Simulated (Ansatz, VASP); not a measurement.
**CdSe in VASP and in Ansatz**

```xyz
2
Lattice="0.0000 3.0678 3.0678 3.0678 0.0000 3.0678 3.0678 3.0678 0.0000" Properties=species:S:1:pos:R:3 pbc="T T T"
Cd    0.0000    0.0000    0.0000
Se    1.5339    1.5339    1.5339
```

The cell was built by a generator and needn't be a form met in nature.

Alike in both runs: task single point; functional r2SCAN; k mesh 6 × 6 × 6; no spin polarisation.

```csv
,VASP,Ansatz
version,VASP 6.6.1,Ansatz 0.2.0
potentials or method,"VASP PAW PBE potentials, release 64 (Cd, Se)","plane waves, PAW"
plane-wave cutoff (eV),520,500
occupations,"gaussian, width 0.01 eV",fixed
valence electrons in the cell,18,36
```

|  | VASP | Ansatz | Ansatz less VASP |
| --- | --- | --- | --- |
| gap on the k mesh at the Fermi level (eV) | 1.03 | 1.04 | +0.010 |
| pressure (GPa) | 0.2 | 0.0 | -0.24 |

The two sets of potentials don't hold the same shells in valence.

Caveats: the PAW data sets were made with another functional, which shifts forces and pressure a little (VASP). r2SCAN opens gaps a little over a GGA but as a rule still falls short of measured ones.
